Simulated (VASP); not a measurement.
Runs of VASP 6.6.1 on GaP. The structure is cubic, space group F-43m (No. 216). The conventional cell has a = 5.451 Å, b = 5.451 Å, c = 5.451 Å, α = 90.00°, β = 90.00°, γ = 90.00°. Ga (site symmetry -43m) is surrounded by 4 P at 2.36 Å. Around P (site symmetry -43m) lie 4 Ga at 2.36 Å. 

```tsv
level	gap on the mesh (eV)	pressure (GPa)	relaxed volume (Å³/atom)
optB88-vdW	(b)	0.1	(a)
rev-vdW-DF2	1.57	0.0	20.52
optPBE-vdW	1.46	0.0	21.07
BEEF-vdW	1.58	0.1	21.02
vdW-DF2	0.79	0.0	22.28
```

Alike in all rows: task relaxation of cell and atoms; potentials or basis VASP PAW PBE potentials, release 64 (Ga_d, P); no spin polarisation; cell relaxed; k mesh 8 × 8 × 8; cutoff (eV) 600; smearing fermi-dirac 0.05 eV.

Q: Estimate the missing entries.

A: (a) 20.78; (b) 1.49.

Caveats: the PAW data sets were made with another functional, which shifts forces and pressure a little; the volume moved by +10 % from the deposited cell, more than functionals usually miss (some runs).

A k mesh can miss the band edges, and the runs leave out spin-orbit coupling on Ga.

Runs at the PBE level aren't shown here.
